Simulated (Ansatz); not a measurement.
Runs of Ansatz 0.2.0 on KMgF3. The structure is cubic, space group Pm-3m (No. 221). Conventional cell: a = 3.986 Å, b = 3.986 Å, c = 3.986 Å, α = 90.00°, β = 90.00°, γ = 90.00°. Around K (site symmetry m-3m) lie 12 F at 2.82 Å. Around Mg (site symmetry m-3m) lie 6 F at 1.99 Å. F (site symmetry 4/mmm) is surrounded by 2 Mg at 1.99 Å. 

```tsv
level	cutoff (eV)	gap on the mesh (eV)	pressure (GPa)
BLYP	420	7.49	(c)
LDA	420	7.02	-4.5
r2SCAN	500	8.30	-0.3
revPBE	420	(a)	7.2
PBEsol	420	(b)	0.3
```

Alike in all rows: task projected density of states; potentials or basis Ansatz PAW; no spin polarisation; cell as given; k mesh 7 × 7 × 7; smearing fermi-dirac 0.05 eV.

Question: Fill in the values left out.

Answer: (a) 7.61; (b) 7.18; (c) 5.0.

Caveats: odd divisions of the mesh miss points on the zone boundary, where band edges often lie, so the gap on the mesh can be too wide; the PAW data sets come from PBE, with cores solved anew for the run's functional, which leaves a small shift of forces and pressure; the density of states is complete only up to the lowest level of the last band computed.

A k mesh can miss the band edges.

Runs at the PBE level aren't shown here.
